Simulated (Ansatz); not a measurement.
**Stress against strain in Ti**

```
CELL_PARAMETERS angstrom
-1.64100 1.64100 1.64100
1.64100 -1.64100 1.64100
1.64100 1.64100 -1.64100
ATOMIC_POSITIONS crystal
Ti 0.00000 0.00000 0.00000
```

Conventional cell: a = 3.282 Å, b = 3.282 Å, c = 3.282 Å, α = 90.00°, β = 90.00°, γ = 90.00°. Ti (atom 1) is surrounded by 8 Ti at 2.84 Å.

The structure is an experimental refinement, used without relaxation.

Level of theory: DFT, PBE, all-electron LAPW, scalar-relativistic in Ansatz 0.2.0.

Sampling and basis: a Γ-centred 14×14×14 k mesh, Fermi–Dirac smearing of 0.05 eV, basis error target 0.25 meV/atom, no spin polarisation.

The strain is applied along the Cartesian axes of the cell as listed (γ is the engineering shear, twice εxy = εyz = εzx). Fractional coordinates are held (clamped ions).

σ is the change of stress from the unstrained cell, which is at -2.40 GPa; tension is positive, so slopes are stress–strain coefficients at that pressure. In a metal the k mesh adds noise.

Only quantities that a quadratic follows smoothly over the whole series are listed; rougher ones are left out.

```tsv
γ	σxy (GPa)
-0.0300	-0.95
-0.0100	-0.37
0.0000	0.00
0.0100	0.41
0.0200	0.86
0.0300	1.33
```

Fit the series and read off the stiffness at zero strain.

Least-squares fits y = p0 + p1 x + p2 x² to the rows give σxy (GPa): p1 = 38.2, p2 = 210. So C44 (clamped ions) = 38 GPa.

One run, at γ = -0.0200, is withheld. Predict its row.

The fits give -0.68; the run gave -0.69.
